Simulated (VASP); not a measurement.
A run of VASP 6.6.1 is set up as follows.

INCAR

```
SYSTEM = CdO
PREC = Accurate ; ENCUT = 520
EDIFF = 1E-7 ; ISMEAR = -1
SIGMA = 0.05 ; LREAL = .False.
LASPH = .True. ; NELM = 80
ALGO = Normal ; ISIF = 2
LWAVE = .False. ; LCHARG = .False.
```

The input KPOINTS:

```
regular mesh
0
Gamma
  12 12 12
  0 0 0
```

File POSCAR:

```
CdO
1.0
    0.0000000000      2.3475000000      2.3475000000
    2.3475000000      0.0000000000      2.3475000000
    2.3475000000      2.3475000000      0.0000000000
Cd O
1 1
Direct
    0.0000000000      0.0000000000      0.0000000000
    0.5000000000      0.5000000000      0.5000000000
```

Potentials or basis: VASP PAW LDA potentials, release 64 (Cd, O).

Run with:

```console
$ cat potpaw_LDA.64/Cd/POTCAR potpaw_LDA.64/O/POTCAR > POTCAR
$ mpirun -np 1 vasp_std > vasp.out
```

Q: Predict the pressure.

A: -4.0 GPa.

Q: Predict the band gap on the k mesh.

A: None (metal or under the smearing width).

Caveat: this crystal is a semiconductor, whose small gap the functional closes, so the metal is an error of the method.
